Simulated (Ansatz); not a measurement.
Input, command and steps of an Ansatz relaxation.

```yaml
crystal:
  lattice:
    - [-4.3328214731, 4.3328214731, 0.0]
    - [-4.3328214731, 0.0, 4.3328214731]
    - [0.0, 4.3328214731, 4.3328214731]
  atoms:
    - { symbol: Ti, position: [0.9955685886, 0.9999509955, 0.5016761815] }
    - { symbol: Ti, position: [0.5013902146, 0.9963644648, 0.5016663476] }
    - { symbol: Ti, position: [0.9987625526, 0.5037186211, 0.4984154123] }
    - { symbol: Ti, position: [0.0034272329, 0.0051875085, 0.9936745636] }
    - { symbol: Ti, position: [0.4917134649, 0.5061130509, 0.4956694005] }
    - { symbol: Ti, position: [0.5003097632, 0.0034515328, 0.9938859604] }
    - { symbol: Ti, position: [0.0031842787, 0.5045938185, 0.9959731598] }
    - { symbol: C, position: [0.7507371597, 0.7524180315, 0.7487135439] }
    - { symbol: C, position: [0.2491562343, 0.7604785735, 0.7485193226] }
    - { symbol: C, position: [0.7536084055, 0.2517277746, 0.7519436459] }
    - { symbol: C, position: [0.7494170467, 0.753209033, 0.2482505793] }
    - { symbol: C, position: [0.2488556002, 0.2492238828, 0.7519726682] }
    - { symbol: C, position: [0.2472909394, 0.7501064595, 0.2497597868] }
    - { symbol: C, position: [0.7497449553, 0.2468700761, 0.2545430722] }
    - { symbol: C, position: [0.2595756517, 0.2429151493, 0.2532957205] }
  symmetry: { detect: false }
basis:
  ecutwfc: 420
kpoints:
  mp_grid: { grid: [3, 3, 3], shift: [0.0, 0.0, 0.0] }
hamiltonian:
  xc: pbe
scf:
  occupations: { method: gaussian, width: 0.1 }
  lower_state_search: "off"
output:
  forces: true
  stress: true
  eigenvalues: true
relax:
  adjacent_minimum: "off"
  f_tol: 0.04
  max_steps: 50
  cell: { stress_tol: 0.3 }
```

```bash
ansatz run input.yaml --threads 4 --pin off --max-ram 9216MiB --backend cpu --events-out ev --progress --plain --runs-dir out
```

The calculation used DFT PBE, scalar-relativistic, plane waves, PAW in Ansatz.

Of 4 frames 4 are shown, positions in Å and forces in eV/Å; the SCF threshold varies from step to step. Steps run on the plane waves of an earlier cell, with a Pulay correction in the pressure. The basis is chosen afresh for the last frame, the zero of the energies, and can be on the way; energy and pressure step there, also at an unchanged geometry.

```xyz
15
Lattice="-4.3328 4.3328 0.0000 -4.3328 0.0000 4.3328 0.0000 4.3328 4.3328" Properties=species:S:1:pos:R:3:forces:R:3 pbc="T T T" step=1 free_energy_over_end_meV_per_atom=15.37 pressure_GPa=-2.85
Ti   -8.6462    6.4873    6.5063   -0.6040   -0.0180    0.0230
Ti   -6.4895    4.3461    6.4907   -0.2710   -0.3270   -0.0110
Ti   -6.5100    6.4870    4.3421    0.1850   -0.0470   -0.2440
Ti   -0.0373    4.3203    4.3279    0.5840    0.0800    0.3190
Ti   -4.3234    4.2782    4.3405   -0.3760    0.6380   -0.3210
Ti   -2.1827    6.4741    4.3213    0.0840    0.4780    0.3280
Ti   -2.2001    4.3292    6.5017    0.3990    0.1580    0.1920
C    -6.5129    6.4969    6.5041   -0.6460    0.2120   -0.0690
C    -4.3746    4.3228    6.5382    0.5840   -0.6420   -0.5050
C    -4.3559    6.5233    4.3487    0.2220   -0.4740   -0.7440
C    -6.5106    4.3227    4.3391    0.1570    0.1230   -0.2110
C    -2.1581    4.3364    4.3380   -0.4020   -0.0870    0.1520
C    -4.3215    2.1536    4.3322   -0.2170    0.1230    0.7420
C    -4.3182    4.3514    2.1725   -0.3720    0.5210    0.1300
C    -2.1772    2.2222    2.1500    0.6750   -0.7380    0.2180
15
Lattice="-4.3105 4.3107 -0.0103 -4.3200 -0.0199 4.3227 0.0162 4.3166 4.3190" Properties=species:S:1:pos:R:3:forces:R:3 pbc="T T T" step=2 free_energy_over_end_meV_per_atom=2.78 pressure_GPa=-0.64
Ti   -8.6430    6.4273    6.4778    0.1930    0.2760   -0.0410
Ti   -6.4614    4.2675    6.4709   -0.2360    0.3950    0.1480
Ti   -6.4646    6.4560    4.3228   -0.0470   -0.0150   -0.0270
Ti    0.0036    4.3201    4.3093    0.0860    0.0020    0.1510
Ti   -4.3092    4.2923    4.2973    0.0320    0.0740    0.3150
Ti   -2.1492    6.4745    4.3250   -0.0480   -0.1730   -0.1500
Ti   -2.1544    4.2846    6.4918    0.0040    0.1890   -0.1680
C    -6.5355    6.4372    6.4868    0.0990    0.1380   -0.0740
C    -4.3193    4.2458    6.4871    0.0790   -0.0660   -0.0920
C    -4.3099    6.4918    4.2784    0.0260   -0.2660   -0.1300
C    -6.4670    4.3066    4.3163   -0.0430   -0.1140   -0.0040
C    -2.1434    4.3257    4.3324   -0.1040   -0.1850   -0.1090
C    -4.3070    2.1611    4.3651   -0.1690   -0.1830    0.0990
C    -4.3058    4.3479    2.1514   -0.1350    0.0170    0.0390
C    -2.1422    2.1512    2.1635    0.2620   -0.0860    0.0440
15
Lattice="-4.3198 4.3197 -0.0004 -4.3202 -0.0008 4.3209 0.0008 4.3201 4.3209" Properties=species:S:1:pos:R:3:forces:R:3 pbc="T T T" step=3 free_energy_over_end_meV_per_atom=-0.12 pressure_GPa=-0.02
Ti   -8.6483    6.4760    6.4853    0.0050    0.0020   -0.0040
Ti   -6.4882    4.3162    6.4848    0.0010    0.0030    0.0040
Ti   -6.4882    6.4765    4.3244    0.0030    0.0000    0.0020
Ti   -0.0076    4.3175    4.3244    0.0010    0.0000    0.0060
Ti   -4.3275    4.3170    4.3249   -0.0080   -0.0020    0.0000
Ti   -2.1673    6.4771    4.3246    0.0000    0.0030    0.0030
Ti   -2.1675    4.3163    6.4854    0.0010    0.0070    0.0000
C    -6.5360    6.4764    6.4855    0.0010   -0.0010   -0.0030
C    -4.3278    4.2684    6.4853   -0.0020    0.0020    0.0000
C    -4.3277    6.4778    4.2772    0.0000   -0.0090   -0.0050
C    -6.4882    4.3166    4.3247    0.0020    0.0000    0.0000
C    -2.1679    4.3175    4.3250    0.0020   -0.0050   -0.0020
C    -4.3280    2.1567    4.3728   -0.0040    0.0020    0.0030
C    -4.3278    4.3648    2.1643   -0.0030    0.0000    0.0000
C    -2.1204    2.1571    2.1648    0.0010   -0.0010   -0.0040
15
Lattice="-4.3198 4.3197 -0.0004 -4.3202 -0.0008 4.3209 0.0008 4.3201 4.3209" Properties=species:S:1:pos:R:3:forces:R:3 pbc="T T T" step=4 free_energy_over_end_meV_per_atom=0.00 pressure_GPa=-0.04
Ti   -8.6483    6.4760    6.4853    0.0050    0.0020   -0.0040
Ti   -6.4882    4.3162    6.4848    0.0010    0.0020    0.0040
Ti   -6.4882    6.4765    4.3244    0.0030    0.0010    0.0010
Ti   -0.0076    4.3175    4.3244    0.0010    0.0000    0.0060
Ti   -4.3275    4.3170    4.3249   -0.0080   -0.0020    0.0000
Ti   -2.1673    6.4771    4.3246    0.0000    0.0030    0.0030
Ti   -2.1675    4.3163    6.4854    0.0010    0.0070    0.0000
C    -6.5360    6.4764    6.4855    0.0010   -0.0010   -0.0030
C    -4.3278    4.2684    6.4853   -0.0020    0.0020    0.0000
C    -4.3277    6.4778    4.2772    0.0000   -0.0090   -0.0050
C    -6.4882    4.3166    4.3247    0.0020    0.0000    0.0000
C    -2.1679    4.3175    4.3250    0.0020   -0.0050   -0.0020
C    -4.3280    2.1567    4.3728   -0.0040    0.0020    0.0030
C    -4.3278    4.3648    2.1643   -0.0030    0.0000    0.0000
C    -2.1204    2.1571    2.1648    0.0010   -0.0010   -0.0040
```

Time: 26 s on 4 threads of Arm Neoverse V1, with other jobs on the host, peak memory 0.64 GiB.

The k mesh is coarse.